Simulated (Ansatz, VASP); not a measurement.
This is a calculation of Mg (Magnesium) for VASP 6.6.1. 

The input INCAR:

```
SYSTEM = Mg
PREC = Accurate ; ENCUT = 600
EDIFF = 1E-6 ; ISMEAR = -1
SIGMA = 0.05 ; LREAL = .FALSE.
LASPH = .TRUE. ; NELM = 100
ALGO = Normal ; ISIF = 3
LWAVE = .FALSE. ; LCHARG = .FALSE.
GGA = RP ; IBRION = 2
NSW = 60 ; EDIFFG = -0.01
```

KPOINTS

```
regular mesh
0
G
  10 10 5
  0 0 0
```

The input POSCAR:

```
Mg
1.0
    3.2093000000      0.0000000000      0.0000000000
   -1.6046500000      2.7793353284      0.0000000000
    0.0000000000      0.0000000000      5.2103000000
Mg
2
Direct
    0.6666666667      0.3333333333      0.7500000000
    0.3333333333      0.6666666667      0.2500000000
```

Potentials or basis: VASP PAW PBE potentials, release 64 (Mg).

Run with:

```bash
$ cat potpaw_PBE.64/Mg/POTCAR > POTCAR
$ mpirun -np 1 vasp_std > vasp.out
```

Translate it to Ansatz 0.2.0. Potentials or basis there: Ansatz PAW, cutoff 420 eV.

As run (cutoffs and basis follow the program's own potentials, and thresholds, step limits or extra output files can differ):

Contents of input.yaml:

```yaml
crystal:
  lattice:
    - [3.2093, 0.0, 0.0]
    - [-1.60465, 2.7793353284, 0.0]
    - [0.0, 0.0, 5.2103]
  atoms:
    - { symbol: Mg, position: [0.6666666667, 0.3333333333, 0.75] }
    - { symbol: Mg, position: [0.3333333333, 0.6666666667, 0.25] }
hamiltonian:
  xc: rpbe
  pseudopotentials: { kind: paw }
kpoints:
  mp_grid: { grid: [10, 10, 5] }
scf:
  occupations: { method: fermi_dirac, width: 0.05 }
output:
  forces: true
  stress: true
  eigenvalues: true
relax:
  f_tol: 0.01
  max_steps: 40
  cell: { stress_tol: 0.05 }
```

Potentials or basis: Ansatz PAW.

The run is started by

```bash
$ ansatz run input.yaml --threads 2 --pin off --max-ram 5632MiB --backend cpu --events-out ev --progress --plain --runs-dir out
```

Both were run:

|  | VASP | Ansatz |
| --- | --- | --- |
| Relaxed volume | 23.65 Å³/atom | 23.79 Å³/atom |
| Relaxed cell | a = 3.197 Å, b = 3.197 Å, c = 5.344 Å, α = 90.00°, β = 90.00°, γ = 120.00° | a = 3.203 Å, b = 3.203 Å, c = 5.354 Å, α = 90.00°, β = 90.00°, γ = 120.00° |
| Space group after relaxing | P6_3/mmc (No. 194) | P6_3/mmc (No. 194) |
| Pressure after relaxing | 0.0 GPa | 0.0 GPa |

Ansatz's pressure holds a Pulay term of +0.01 GPa for its cutoff of 420 eV, which the other run lacks.

The potentials hold 4 and 20 valence electrons a cell.

VASP's potentials were made for PBE. Ansatz's potentials were made for PBE.

Where Ansatz's input types no cutoff or centring, it takes its own default and a Γ-centred mesh.

Pressure is positive in compression.
